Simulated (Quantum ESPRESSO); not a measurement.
AlN:

```
Al N
1.0
     3.11300    0.00000    0.00000
    -1.55650    2.69594    0.00000
     0.00000    0.00000    4.98100
Al N
2 2
Direct
  0.66667 0.33333 0.50000
  0.33333 0.66667 0.00000
  0.66667 0.33333 0.88000
  0.33333 0.66667 0.38000
```

* Program: Quantum ESPRESSO 7.5
* Task: phonons
* Functional: PBE
* Potentials or basis: GBRV 1.5 PBE
* Cutoff: 612 eV
* Density cutoff: 4898 eV
* k mesh: 6 × 6 × 4, shifted
* Occupations: fermi-dirac, width 0.05 eV
* Spin: no spin polarisation
* Mixing beta: 0.5
* Most SCF iterations: 120
* SCF threshold: 8e-10 Ry

The cell and the atoms were relaxed first, to 10.67 Å³/atom (a = 3.132 Å, b = 3.132 Å, c = 5.024 Å, α = 90.00°, β = 90.00°, γ = 120.00°), and the response was taken there.

The first run showed a gap, so the response started from a second, tighter run with fixed occupations.

Where do the zone-centre optical modes lie?

E2 at 236 cm⁻¹ (Raman); B1 at 536 cm⁻¹ (silent); A1 at 595 cm⁻¹ (IR and Raman); E2 at 636 cm⁻¹ (Raman); E1 at 649 cm⁻¹ (IR and Raman); B1 at 706 cm⁻¹ (silent). Polar modes are given without the macroscopic field (transverse values).

Optical modes at Γ, degenerate ones joined, polar ones without the macroscopic field:
```
cm⁻¹  components  symmetry     active in  IR intensity, summed ((D/Å)²/amu)
 236           2        E2         Raman                               0.00
 536           1        B1        silent                               0.00
 595           1        A1  IR and Raman                              36.27
 636           2        E2         Raman                               0.00
 649           2        E1  IR and Raman                              64.62
 706           1        B1        silent                               0.00
```

Zone-centre frequencies without and with the macroscopic field along z (cm⁻¹):
```csv
,optical modes in rising order
without,236 236 536 595 636 636 649 649 706
with the field,236 236 536 636 636 649 649 706 860
```

Born effective charge tensors (e):
atom 1, Al
```
2.53 0.00 0.00
0.00 2.53 0.00
0.00 0.00 2.69
```
atom 2, Al
```
2.53 0.00 0.00
0.00 2.53 0.00
0.00 0.00 2.69
```
atom 3, N
```
-2.55  0.00  0.00
 0.00 -2.55  0.00
 0.00  0.00 -2.69
```
atom 4, N
```
-2.55  0.00  0.00
 0.00 -2.55  0.00
 0.00  0.00 -2.69
```
